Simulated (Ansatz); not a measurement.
Crystal: ZnO, rock salt type, 2 atoms in the cell.

Computed with PBE, plane waves, PAW datasets (generated hard set) (Ansatz 0.2.0 development build).

Cutoff 700 eV; k-mesh 22×22×22 Γ-centred; Fermi–Dirac smearing of 0.0612 eV; no spin polarisation.

The fit to the energies gives V₀ = 10.142 Å³/atom (a₀ = 4.329 Å), B₀ = 165 GPa, B₀′ = 4.55.

What pressure does the program print at V = 10.342 Å³/atom, and how far above the lowest computed point (V = 10.140 Å³/atom) does the energy lie?

-3.09 GPa and 1.97 meV/atom. All points:

| V (Å³/atom) | a (Å) | E − E(min) (meV/atom) | P (GPa) |
| --- | --- | --- | --- |
| 9.531 | 4.2405 | 21.21 | 11.79 |
| 9.734 | 4.2703 | 9.10 | 7.43 |
| 9.937 | 4.2998 | 2.21 | 3.53 |
| 10.140 | 4.3288 | 0.00 | 0.04 |
| 10.342 | 4.3575 | 1.97 | -3.09 |
| 10.545 | 4.3858 | 7.68 | -5.89 |
| 10.748 | 4.4137 | 16.74 | -8.39 |

The published all-electron PBE values for this crystal (mean of FLEUR and WIEN2k, k-spacing 0.06 Å⁻¹; Bosoni et al., Nat. Rev. Phys. 6, 45 (2024)) are V₀ = 10.139 Å³/atom, B₀ = 165.4 GPa, B₀′ = 4.50. This run's mesh is coarser (spacing 0.11 Å⁻¹), so part of any difference comes from k-sampling.

The stress includes the program's correction for the finite plane-wave basis.

This cubic structure is a model: it isn't the usual form of the substance at ambient conditions, and such phases are metastable or hypothetical.
